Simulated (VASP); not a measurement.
# AlAs (F-43m) in VASP: notebook, part 2 of 2

VASP 6.6.1.

## 4. G0W0 quasiparticle levels, PBE

File POSCAR:

```
AlAs                                    
1.0
    0.0000000000      2.8408844733      2.8408844733
    2.8408844733      0.0000000000      2.8408844733
    2.8408844733      2.8408844733      0.0000000000
  Al              As            
     1     1
Direct
     0.0000000000000000    0.0000000000000000    0.0000000000000000
     0.2500000000000000    0.2500000000000000    0.2500000000000000
```

File INCAR.step1:

```
SYSTEM = AlAs
ALGO = Fast
EDIFF = 1E-8
ENCUT = 500
GGA = PE
ISMEAR = 0
KPAR = 4
LASPH = .TRUE.
LCHARG = .FALSE.
LREAL = .FALSE.
LWAVE = .TRUE.
NELM = 80
PREC = Accurate
SIGMA = 0.01
```

File INCAR.step2:

```
SYSTEM = AlAs
ALGO = Exact
EDIFF = 1E-8
ENCUT = 500
GGA = PE
ISMEAR = 0
ISTART = 1
KPAR = 4
LASPH = .TRUE.
LCHARG = .FALSE.
LOPTICS = .TRUE.
LREAL = .FALSE.
LWAVE = .TRUE.
NBANDS = 174
NELM = 1
PREC = Accurate
SIGMA = 0.01
```

File INCAR.step3:

```
SYSTEM = AlAs
ALGO = EVGW0
EDIFF = 1E-8
ENCUT = 500
ENCUTGW = 150
GGA = PE
ISMEAR = 0
ISTART = 1
KPAR = 4
LASPH = .TRUE.
LCHARG = .FALSE.
LREAL = .FALSE.
LWAVE = .TRUE.
NBANDS = 174
NBANDSGW = 12
NELMGW = 1
NOMEGA = 48
PREC = Accurate
PRECFOCK = Fast
SIGMA = 0.01
```

File INCAR.step4:

```
SYSTEM = AlAs
ALGO = BSE
ANTIRES = 0
EDIFF = 1E-8
ENCUT = 500
ENCUTGW = 150
GGA = PE
ISMEAR = 0
ISTART = 1
KPAR = 4
LASPH = .TRUE.
LCHARG = .FALSE.
LREAL = .FALSE.
LWAVE = .FALSE.
NBANDS = 174
NBANDSO = 4
NBANDSV = 4
NBSEEIG = 10
OMEGAMAX = 20
PREC = Accurate
PRECFOCK = Fast
SIGMA = 0.01
```

File KPOINTS:

```
k-points
0
G
  4 4 4
  0 0 0
```

Potentials or basis: VASP PAW PBE potentials, release 64 (Al_GW, As_GW).

The run is started by

```bash
$ cat potpaw_PBE.64/Al_GW/POTCAR potpaw_PBE.64/As_GW/POTCAR > POTCAR
$ cp INCAR.step1 INCAR
$ mpirun -np 4 vasp_std > vasp.out
$ cp INCAR.step2 INCAR
$ mpirun -np 4 vasp_std > vasp.out
$ cp INCAR.step3 INCAR
$ mpirun -np 4 vasp_std > vasp.out
$ cp INCAR.step4 INCAR
$ mpirun -np 4 vasp_std > vasp.out
```

OUTCAR:

```text
SYSTEM = AlAs
   EDIFF = 1E-8
   ENCUT = 500
   ENCUTGW = 150
   GGA = PE
   ISMEAR = 0
   ISTART = 1
   LASPH = .TRUE.
   LREAL = .FALSE.
   PREC = Accurate
   PRECFOCK = Fast

 ion  position               nearest neighbor table
   1  0.000  0.000  0.000-   2 2.46   2 2.46   2 2.46   2 2.46
   2  0.250  0.250  0.250-   1 2.46   1 2.46   1 2.46   1 2.46

  LATTYP: Found a face centered cubic cell.
 ALAT       =     5.6817689466

  Lattice vectors:

 A1 = (   0.0000000000,   2.8408844733,   2.8408844733)
 A2 = (   2.8408844733,   0.0000000000,   2.8408844733)
 A3 = (   2.8408844733,   2.8408844733,   0.0000000000)

Analysis of symmetry for initial positions (statically):
[... 128 lines left out ...]
     AMIX_MAG =   1.60;   BMIX_MAG =  1.00
  volume/ion in A,a.u.               =      22.93       154.72
  Fermi-wavevector in a.u.,A,eV,Ry     =   0.914762  1.728649 11.385202  0.836789
  Thomas-Fermi vector in A             =   2.039426
   LORBIT       =      0    0 simple, 1 ext, 2 COOP (PROOUT), +10 PAW based schemes
   GGA     = PE    functional components
   LHFCALC =     T    Hartree Fock is set to
   PRECFOCK=fast      Normal, Fast or Accurate (Low or Medium for compatibility)
   ENCUT4O =  -1.0   cutoff for four orbital integrals eV
   NKREDX  =     1    reduce k-point grid by
   NKREDY  =     1    reduce k-point grid by
   NKREDZ  =     1    reduce k-point grid by
   AEXX    =    1.0000 exact exchange contribution
   HFSCREEN=    0.0000 screening length (either q_TF or 0.3 A-1)
   HFSCREENC=   0.0000 screening length for correlation (either q_TF or 0.3 A-1)
   ENCUTFOCK=  -1.0 apply spherical cutoff to Coloumb kernel
   IVDW    =     0    specifies the selected vdW correction
   LEPSILON=     F    determine dielectric tensor
   LRPA    =     F    only Hartree local field effects (RPA)
   LRPAFORCE           =     F    calculate RPA forces
   ENCUTGW             = 150.0    cutoff for response function in eV
   ENCUTGWSOFT         = 120.0    soft cutoff for Coulomb kernel in GW response function in eV
   ENCUTLF             =  -1.0    cutoff for local field effects
   NELMGW              =     1    number of iterations in solving QP/BSE equation
   NELMHF              =     1    number of iterations in the inner HF iteration
   NKREDLFX            =     1    NKREDLFY  =   1   NKREDLFZ  =   1
 non-spin polarized calculation
 Gauss-broadening in eV      SIGMA  =   0.01
  energy-cutoff  :      500.00
  volume of cell :       45.86
 maximum number of plane-waves:      1211
 NGX is ok and might be reduce to    30
  NGX = 18; NGY = 18; NGZ = 18
   NGX = 15   NGY = 15   NGZ = 15
 maximum number of plane-waves:       200
 NGX is ok and might be reduce to    18

 BSE (scaLAPACK) attempting allocation of   0.004 Gbyte  rank=   1018

=======================================================================
```

OUTCAR.step1:

```text
SYSTEM = AlAs
   EDIFF = 1E-8
   ENCUT = 500
   GGA = PE
   ISMEAR = 0
   LASPH = .TRUE.
   LREAL = .FALSE.
[... 292 lines left out ...]
      0.00000      0.00000      0.00000        -0.000000      0.000000     -0.000000
      1.42044      1.42044      1.42044         0.000000     -0.000000      0.000000
 -----------------------------------------------------------------------------------
    total drift:                               -0.000000     -0.000000     -0.000000

  FREE ENERGIE OF THE ION-ELECTRON SYSTEM (eV)
  ---------------------------------------------------
  free  energy   TOTEN  =        -9.2754485719 eV

  energy  without entropy=       -9.2754485719  energy(sigma->0) =       -9.27544857
```

It took 77 s on 4 MPI ranks of Intel Xeon Platinum 8488C (Sapphire Rapids), shared host; peak memory 0.47 GiB.

Results:

```yaml
Band_gap_on_the_k_mesh_mean-field_level: 1.43 eV, indirect (least direct gap 1.95 eV)
Quasiparticle_gap: 2.03 eV
Least_direct_quasiparticle_gap: 2.96 eV
```

Levels at points of the mesh, in eV from the valence-band top:
```csv
k point,band 1,band 2,band 3,band 4,band 5,band 6,band 7,band 8
"(0.00, 0.00, 0.00)",-11.81,0.00,0.00,0.00,1.95,4.24,4.24,4.24
"(0.50, 0.00, 0.00)",-10.40,-5.54,-0.82,-0.82,2.08,4.64,4.64,7.71
"(0.50, 0.50, 0.00)",-9.86,-5.41,-2.16,-2.16,1.43,2.27,10.22,10.22
```

Dielectric function (mean over the directions given):
```
energy (eV)  real part  imaginary part
       0.32      15.15            0.07
       0.96      16.10            0.24
       1.60      18.55            0.58
       2.32      27.09            2.64
       2.96      15.95           10.76
       3.68     -22.26           35.67
       4.32      14.91           22.23
       5.04     -20.30            8.13
       5.69      -2.60            8.45
       6.41      -9.52            1.84
       7.05      -4.57            1.07
       7.69      -3.99            1.06
       8.41      -1.35            2.46
       9.05      -0.49            2.40
       9.77      -2.88            2.11
      10.41      -2.79            0.81
      11.13      -2.16            0.29
      11.77      -1.46            0.14
      12.49      -1.01            0.21
      13.13      -0.93            0.34
      13.77      -0.55            0.06
      14.49      -0.51            0.18
      15.14      -0.19            0.06
      15.86      -0.27            0.28
      16.50       0.01            0.16
      17.22       0.04            0.18
      17.86       0.02            0.05
      18.58       0.07            0.03
      19.22       0.19            0.01
      19.94       0.26            0.01
```

Lowest excitation energies (eV) and strengths:
```tsv
energy	strength
2.762	29.2
2.762	29.2
2.762	29.2
3.506	74.6
3.506	74.6
3.506	74.6
3.545	0
3.545	0
3.545	0
3.561	0
```

Caveat: the k mesh is coarse (spacing up to 0.48 Å⁻¹), so the values aren't converged; bands, screening cutoff and mesh are small and nothing is extrapolated, so the quasiparticle values aren't converged; spectra need much finer meshes, so this one isn't converged. A k mesh can miss the band edges.
